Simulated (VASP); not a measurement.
# ZrS2: work function with r2SCAN

ZrS2, a sheet with vacuum:

```xyz
3
Lattice="3.6468 0.0000 0.0000 -1.8234 3.1582 0.0000 0.0000 0.0000 18.9000" Properties=species:S:1:pos:R:3 pbc="T T T"
S     0.0000    2.1055    7.9897
S     1.8234    1.0527   10.9103
Zr    3.6468    0.0000    9.4500
```

The cell was built by a generator and needn't be a form met in nature.

```yaml
Program: VASP 6.6.1
Task: work function
Functional: r2SCAN
Potentials_or_basis: VASP PAW PBE potentials, release 64 (S, Zr_sv)
Cutoff: 520 eV
k_mesh: 12 × 12 × 1
Occupations: gaussian, width 0.03 eV
Spin: no spin polarisation
Dipole_correction: yes
Further_INCAR_settings: ALGO = Normal; EDIFF = 1e-06
```

The largest force is 0.049 eV/Å, the band gap on the k mesh is 1.42 eV, indirect (least direct gap 2.02 eV) and the ionisation potential of the upper face is 6.72 eV.

Forces on the atoms (eV/Å):
```
S    0.000  0.000  0.049
S    0.000  0.000 -0.049
Zr   0.000  0.000  0.000
```

Levels at points of the mesh, in eV from the valence-band top:
```csv
k point,band 8,band 9,band 10,band 11,band 12,band 13,band 14,band 15,band 16
"(0.00, 0.00, 0.00)",-2.70,-2.70,-0.90,0.00,0.00,2.02,2.02,2.96,5.59
"(0.50, 0.00, 0.00)",-2.84,-2.50,-2.33,-1.22,-0.96,1.42,3.83,4.19,5.99
```

Wall time 4.2 min on 4 MPI ranks on Intel(R) Xeon(R) Platinum 8559C (Emerald Rapids), with other jobs on the host, peak memory 0.4 GiB a rank.

Caveat: the PAW data sets were made with another functional, which shifts forces and pressure a little. r2SCAN opens gaps a little over a GGA but as a rule still falls short of measured ones.
